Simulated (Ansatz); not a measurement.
Geometry optimisation in Ansatz: input, command and trajectory.

```yaml
crystal:
  lattice:
    - [3.7872463146, 0.0, 0.0]
    - [-1.8936231573, 3.2798515188, 0.0]
    - [0.0, 0.0, 6.5698458996]
  atoms:
    - { symbol: Si, position: [0.6666666667, 0.3333333333, 0.8727782858] }
    - { symbol: Si, position: [0.3333333333, 0.6666666667, 0.3727782858] }
    - { symbol: Ge, position: [0.6666666667, 0.3333333333, 0.5022207142] }
    - { symbol: Ge, position: [0.3333333333, 0.6666666667, 0.0022207142] }
basis:
  ecutwfc: 500
kpoints:
  mp_grid: { grid: [12, 12, 4] }
hamiltonian:
  xc: r2scan
scf:
  occupations: { method: gaussian, width: 0.02 }
output:
  forces: true
  stress: true
  eigenvalues: true
  write_density: true
  write_potential: true
  elf: true
  volumetric_format: npy
relax:
  adjacent_minimum: "off"
  f_tol: 0.008
  max_steps: 40
  cell: { stress_tol: 0.015, fix: [a, b, gamma] }
```

```bash
ansatz run input.yaml --threads 1 --pin off --max-ram 2560MiB --backend cpu --events-out ev --progress --plain --runs-dir out
```

These are results of DFT r2SCAN, scalar-relativistic, plane waves, PAW in Ansatz 0.2.0, not measurements.

Of 5 frames 4 are shown, positions in Å and forces in eV/Å; the SCF threshold varies from step to step. Steps run on the plane waves of an earlier cell, with a Pulay correction in the pressure. The basis is chosen afresh for the last frame, the zero of the energies, and at times for earlier ones too; energy and pressure step there, also at an unchanged geometry.

```xyz
4
Lattice="3.7872 0.0000 0.0000 -1.8936 3.2799 0.0000 0.0000 0.0000 6.5698" Properties=species:S:1:pos:R:3:forces:R:3 pbc="T T T" step=1 free_energy_over_end_meV_per_atom=2.23 pressure_GPa=4.09
Si    1.8936    1.0933    5.7340    0.0000    0.0000   -0.2326
Si    0.0000    2.1866    2.4491    0.0000    0.0000   -0.2326
Ge    1.8936    1.0933    3.2995    0.0000    0.0000    0.2327
Ge    0.0000    2.1866    0.0146    0.0000    0.0000    0.2327
4
Lattice="3.7872 0.0000 0.0000 -1.8936 3.2799 0.0000 0.0000 0.0000 6.5114" Properties=species:S:1:pos:R:3:forces:R:3 pbc="T T T" step=2 free_energy_over_end_meV_per_atom=0.04 pressure_GPa=4.89
Si    1.8936    1.0933    5.6792    0.0000    0.0000   -0.0647
Si    0.0000    2.1866    2.4235    0.0000    0.0000   -0.0647
Ge    1.8936    1.0933    3.2740    0.0000    0.0000    0.0647
Ge    0.0000    2.1866    0.0183    0.0000    0.0000    0.0647
4
Lattice="3.7872 0.0000 0.0000 -1.8936 3.2799 0.0000 0.0000 0.0000 6.5119" Properties=species:S:1:pos:R:3:forces:R:3 pbc="T T T" step=3 free_energy_over_end_meV_per_atom=-0.03 pressure_GPa=4.84
Si    1.8936    1.0933    5.6768    0.0000    0.0000    0.0119
Si    0.0000    2.1866    2.4208    0.0000    0.0000    0.0119
Ge    1.8936    1.0933    3.2771    0.0000    0.0000   -0.0118
Ge    0.0000    2.1866    0.0211    0.0000    0.0000   -0.0118
4
Lattice="3.7872 0.0000 0.0000 -1.8936 3.2799 0.0000 0.0000 0.0000 6.5106" Properties=species:S:1:pos:R:3:forces:R:3 pbc="T T T" step=5 free_energy_over_end_meV_per_atom=0.00 pressure_GPa=4.87
Si    1.8936    1.0933    5.6761    0.0000    0.0000    0.0000
Si    0.0000    2.1866    2.4208    0.0000    0.0000    0.0000
Ge    1.8936    1.0933    3.2759    0.0000    0.0000    0.0000
Ge    0.0000    2.1866    0.0206    0.0000    0.0000    0.0000
```

The run took 81 s on 1 thread of Intel(R) Xeon(R) Platinum 8488C (Sapphire Rapids), with other jobs on the host, peak memory 0.59 GiB.